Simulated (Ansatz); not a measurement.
**CdSe in Ansatz, vacancy hop by nudged elastic band**

Launch command:

```bash
ansatz run input.yaml --threads 4 --pin off --max-ram 8192MiB --backend cpu --events-out ev --progress --plain --runs-dir out
```

Input:

```yaml
crystal:
  lattice:
    - [8.65363034, -5.8e-07, 0.0]
    - [-4.32681467, 7.494264, 0.0]
    - [0.0, 0.0, 7.063777]
  atoms:
    - { symbol: Cd, position: [0.33816306, 0.16714773, 0.50453447] }
    - { symbol: Se, position: [0.16290258, 0.33228531, 0.38731237] }
    - { symbol: Se, position: [0.33180518, 0.16893603, 0.88798074] }
    - { symbol: Cd, position: [0.16498442, 0.83148555, -0.00193244] }
    - { symbol: Cd, position: [0.33402512, 0.6714389, 0.49589007] }
    - { symbol: Se, position: [0.16972413, 0.83252738, 0.38424833] }
    - { symbol: Se, position: [0.33585901, 0.66460381, 0.88452599] }
    - { symbol: Cd, position: [0.66543578, 0.33110033, 3.58e-05] }
    - { symbol: Cd, position: [0.83518269, 0.16826035, 0.49559449] }
    - { symbol: Se, position: [0.67261483, 0.3385147, 0.37880238] }
    - { symbol: Se, position: [0.83193493, 0.16568127, 0.88611179] }
    - { symbol: Cd, position: [0.66674952, 0.83292945, -0.00146296] }
    - { symbol: Cd, position: [0.83474636, 0.66985199, 0.49609301] }
    - { symbol: Se, position: [0.66435837, 0.8306415, 0.3832502] }
    - { symbol: Se, position: [0.83256212, 0.67133064, 0.88781635] }
kpoints:
  mp_grid: { grid: [2, 2, 2] }
magnetization:
  spin_polarized: false
scf:
  occupations: { method: cold, width: 0.15 }
hamiltonian:
  pseudopotentials: { kind: paw }
  xc: pbe
basis:
  ecutwfc: 420
neb:
  images: 3
  relax_end_points: true
  climbing: true
  f_tol: 0.05
  max_iterations: 40
  order_check: false
  final_atoms:
    - { symbol: Cd, position: [0.33816306, 0.16714773, 0.50453447] }
    - { symbol: Se, position: [0.16290258, 0.33228531, 0.38731237] }
    - { symbol: Se, position: [0.33180518, 0.16893603, 0.88798074] }
    - { symbol: Cd, position: [0.16498442, 0.83148555, -0.00193244] }
    - { symbol: Cd, position: [0.33402512, 0.6714389, 0.49589007] }
    - { symbol: Se, position: [0.16972413, 0.83252738, 0.38424833] }
    - { symbol: Se, position: [0.33585901, 0.66460381, 0.88452599] }
    - { symbol: Cd, position: [0.66543578, 0.33110033, 3.58e-05] }
    - { symbol: Cd, position: [1.16750969, 0.33248948, -0.00178896] }
    - { symbol: Se, position: [0.67261483, 0.3385147, 0.37880238] }
    - { symbol: Se, position: [0.83193493, 0.16568127, 0.88611179] }
    - { symbol: Cd, position: [0.66674952, 0.83292945, -0.00146296] }
    - { symbol: Cd, position: [0.83474636, 0.66985199, 0.49609301] }
    - { symbol: Se, position: [0.66435837, 0.8306415, 0.3832502] }
    - { symbol: Se, position: [0.83256212, 0.67133064, 0.88781635] }
```

Origin of the cell: a database entry, scaled a little.

The cell is 2×2×1 cells of CdSe with one Cd taken out; atom 9 (Cd) hops into the empty site, 4.31 Å away before the end points are relaxed. All atoms were shaken by about 0.02 Å first.

Output (shortened):

```
Warning: neb: disabling space-group detection — the band's intermediate images generally break the endpoint symmetry, so no spatial operation reduces the k-mesh or symmetrises the density, ex […]
Pseudopotentials: kind: paw
Pseudopotential: Cd, paw, valence charge 20, recommended cutoff 420 eV (normal), Cd.paw.azcp
Pseudopotential: Se, paw, valence charge 16, recommended cutoff 420 eV (normal), Se.paw.azcp
Functional definition: PBE
  exchange = pbe_x(kappa = kappa, mu = beta*pi^2/3)
  correlation = pbe_c(beta = beta)
parallel-image band execution: 3 concurrent image workers
NEB image 0
Crystal: 15 atoms, lattice volume = 458.104 Å³
Basis set: ecut = 420 eV, 8921 PW (Γ), exchange–correlation on 120×120×96 points (8 copies of the dense FFT grid, shifted against one another)
Bands: 161, of which v1, the nominal top of the filled ones, is band 134 counted from 1 (133 counted from 0)
[… 6 lines left out …]
Initial density: superposition of atomic densities (neutral atoms: chi_scale 0, normalization atom), corrected by the library's trained network
Functional: x = pbe(κ = 0.804, μ = 0.219515), c = pbe(β = 0.066725)
SCF iter   1: F=—  HF=-101540.213978 eV  Δρ=2.02e-3  dr2=5.91e-2  defer=71
SCF iter   2: F=—  HF=-101540.217641 eV  S|Δr|=    0.00e0  Δρ=1.71e-3  dr2=3.98e-2  defer=87
SCF iter   3: F=—  HF=-101540.209475 eV  S|Δr|=    0.00e0  Δρ=5.44e-4  dr2=4.03e-3  defer=87
[… 4 lines left out …]
SCF iter   8: F=—  HF=-101540.209441 eV  S|Δr|=    0.00e0  Δρ=9.38e-6  dr2=1.03e-6  defer=83
SCF iter   9: F=—  HF=-101540.209441 eV  S|Δr|=    0.00e0  Δρ=4.43e-6  dr2=2.35e-7  defer=83
SCF iter  10: F=-101540.209441 eV  HF=-101540.209441 eV  S|Δr|=    0.00e0  Δρ=1.93e-6  dr2=4.63e-8
NEB iter   1: max|band force component| = 1.167e2 eV/Å  barrier→ = 36.8371 eV  barrier← = 36.8371 eV  Δτ_max = 0.2000 Å  (53 SCF iters)
NEB iter   2: max|band force component| = 2.740e1 eV/Å  barrier→ = 9.3470 eV  barrier← = 9.3470 eV  Δτ_max = 0.1932 Å  (33 SCF iters)
NEB iter   3: max|band force component| = 1.838e1 eV/Å  barrier→ = 6.1125 eV  barrier← = 6.1125 eV  Δτ_max = 0.2000 Å  (32 SCF iters)
NEB iter   4: max|band force component| = 7.954e0 eV/Å  barrier→ = 2.7285 eV  barrier← = 2.7285 eV  Δτ_max = 0.1987 Å  (33 SCF iters)
NEB iter   5: max|band force component| = 4.238e0 eV/Å  barrier→ = 1.7568 eV  barrier← = 1.7568 eV  Δτ_max = 0.2000 Å  (32 SCF iters)
NEB iter   6: max|band force component| = 2.323e0 eV/Å  barrier→ = 1.2031 eV  barrier← = 1.2031 eV  Δτ_max = 0.2000 Å  (31 SCF iters)
NEB iter   7: max|band force component| = 2.344e0 eV/Å  barrier→ = 1.5268 eV  barrier← = 1.5269 eV  Δτ_max = 0.0990 Å  (32 SCF iters)
NEB iter   8: max|band force component| = 9.582e-1 eV/Å  barrier→ = 0.7299 eV  barrier← = 0.7299 eV  Δτ_max = 0.1023 Å  (29 SCF iters)
NEB iter   9: max|band force component| = 5.074e-1 eV/Å  barrier→ = 0.6055 eV  barrier← = 0.6055 eV  CI = image 2  Δτ_max = 0.1940 Å  (28 SCF iters)
NEB iter  10: max|band force component| = 3.889e-1 eV/Å  barrier→ = 0.7042 eV  barrier← = 0.7042 eV  CI = image 2  Δτ_max = 0.1963 Å  (28 SCF iters)
NEB iter  11: max|band force component| = 2.011e-1 eV/Å  barrier→ = 0.7601 eV  barrier← = 0.7601 eV  CI = image 2  Δτ_max = 0.1963 Å  (28 SCF iters)
NEB iter  12: max|band force component| = 1.227e-1 eV/Å  barrier→ = 0.7664 eV  barrier← = 0.7664 eV  CI = image 2  Δτ_max = 0.1970 Å  (28 SCF iters)
NEB iter  13: max|band force component| = 1.425e-1 eV/Å  barrier→ = 0.7482 eV  barrier← = 0.7482 eV  CI = image 2  Δτ_max = 0.0995 Å  (26 SCF iters)
NEB iter  14: max|band force component| = 6.225e-2 eV/Å  barrier→ = 0.7418 eV  barrier← = 0.7418 eV  CI = image 2  Δτ_max = 0.0356 Å  (26 SCF iters)
NEB iter  15: max|band force component| = 2.194e-2 eV/Å  barrier→ = 0.7405 eV  barrier← = 0.7406 eV  CI = image 2  Δτ_max = 0.0000 Å  (24 SCF iters)
--- NEB band (5 images, 15 band iterations, 463 SCF iterations, 58 more in tests of the images' electronic states and relaxations of end points) ---
  forward barrier  = 0.740530 eV
  backward barrier = 0.740555 eV
  lagrangian_above_aufbau_ev (what the smearing adds, to first order; not taken off the barriers): saddle image -0.010210 eV, end points +0.007053 and +0.007356 eV
  climbing image's point = of an order that was not read
  energies are F+E_penalty+E_count in eV, relative to image 0
  image     s (Å)  Δ vs image 0  max|band force component| (eV/Å)
      0    0.0000      0.000000                                 —
      1    1.6573      0.387823                          5.897e-3
  *   2    3.3145      0.740530                          1.356e-2
      3    4.4296      0.339802                          2.194e-2
      4    5.5446     -0.000025                                 —
```

The converged band:

```csv
image,path over all atoms (Å),ΔF (eV),Cd x,y,z (Å)
0,0.00,0.000,6.58,1.30,3.63
1,1.66,0.388,6.79,1.42,2.11
2,3.31,0.741,7.56,1.87,1.04
3,4.43,0.340,8.11,2.19,0.29
4,5.54,0.000,8.57,2.45,0.10
```

Relaxed start, forces in eV/Å:

```xyz
15
Lattice="8.654 0.000 0.000 -4.327 7.494 0.000 0.000 0.000 7.064" Properties=species:S:1:pos:R:3:forces:R:3 pbc="T T T" image=0
Cd    2.078    1.305    3.631    0.000   -0.001    0.002
Se    0.002    2.504    2.458    0.000    0.000    0.003
Se    2.022    1.337    6.278    0.006   -0.004   -0.004
Cd   -2.095    6.289   -0.022   -0.001    0.000    0.000
Cd    0.001    4.902    3.631    0.000   -0.001    0.001
Se   -2.134    6.267    2.685    0.001    0.000    0.002
Se    0.001    4.837    6.278    0.001    0.007   -0.003
Cd    4.328    2.426   -0.021    0.000    0.000    0.000
Cd    6.580    1.304    3.631    0.000    0.000    0.001
Se    4.329    2.470    2.685    0.000    0.000    0.002
Se    6.634    1.336    6.278   -0.006   -0.003   -0.004
Cd    2.099    6.288   -0.023    0.000    0.000    0.000
Cd    4.328    5.001    3.538    0.000    0.000   -0.004
Se    2.137    6.266    2.684   -0.001    0.001    0.003
Se    4.329    5.000    6.221   -0.001    0.001    0.001
```

Highest image (2), forces in eV/Å:

```xyz
15
Lattice="8.654 0.000 0.000 -4.327 7.494 0.000 0.000 0.000 7.064" Properties=species:S:1:pos:R:3:forces:R:3 pbc="T T T" image=2
Cd    2.404    1.266    3.683    0.008   -0.002    0.008
Se    0.778    2.951    2.339   -0.012   -0.007   -0.010
Se    1.824    1.272    6.291    0.013   -0.004   -0.008
Cd   -2.168    6.246    0.008    0.002    0.001    0.002
Cd    0.132    5.202    3.683    0.003    0.008    0.008
Se   -2.144    6.260    2.740    0.000    0.001    0.000
Se   -0.153    4.696    6.291    0.003    0.013   -0.008
Cd    4.043    2.389    0.193   -0.006    0.009   -0.007
Cd    7.561    1.871    1.040    0.002    0.001    0.009
Se    4.665    2.437    2.805   -0.007    0.004    0.013
Se    6.124    1.041    6.196   -0.002   -0.001   -0.010
Cd    1.924    6.059    0.193    0.004   -0.009   -0.007
Cd    4.255    4.958    3.595    0.000    0.000   -0.004
Se    2.277    6.574    2.805   -0.001   -0.008    0.013
Se    4.199    4.926    6.313   -0.007   -0.004    0.001
```

Relaxed end, forces in eV/Å:

```xyz
15
Lattice="8.654 0.000 0.000 -4.327 7.494 0.000 0.000 0.000 7.064" Properties=species:S:1:pos:R:3:forces:R:3 pbc="T T T" image=4
Cd    2.166    1.330    3.510   -0.001   -0.002    0.004
Se   -0.138    2.422    2.747    0.000    0.000   -0.002
Se    2.165    1.286    6.217    0.000   -0.001   -0.001
Cd   -2.162    6.250    0.006   -0.001    0.000   -0.002
Cd    0.067    4.963    3.511    0.000    0.000    0.003
Se   -2.162    6.249    2.690    0.001    0.000    0.001
Se    0.030    4.984    6.218   -0.001    0.000   -0.001
Cd    4.415    2.452    0.099    0.000    0.000    0.002
Cd    8.569    2.452    0.100    0.000    0.000    0.001
Se    4.470    2.421    2.746   -0.001    0.001   -0.001
Se    6.492    1.252    5.995    0.000    0.001   -0.005
Cd    2.165    6.348    0.101    0.000    0.001    0.001
Cd    4.262    4.961    3.512    0.001    0.001    0.002
Se    2.165    6.411    2.748    0.000    0.000   -0.002
Se    4.300    4.984    6.218    0.002    0.000   -0.001
```

Barrier of this path: 0.74 eV forwards, 0.74 eV backwards, after 15 band iterations.

Caveats: the k mesh is coarse if the cell is a metal; a small cell with a neutral vacancy and no spin, whose shape can make like sites unlike; the cell is held at a rescaled volume, and strain moves barriers; the hop was drawn among near neighbours and need not be the easiest path; few images and a loose tolerance, and neither the top nor the ends were tested for their order.

The run took 11 min on 4 threads of AMD EPYC 7R43 64-Core Processor (Zen 3) (shared host), peak memory 2.8 GiB, from the program's own first density.
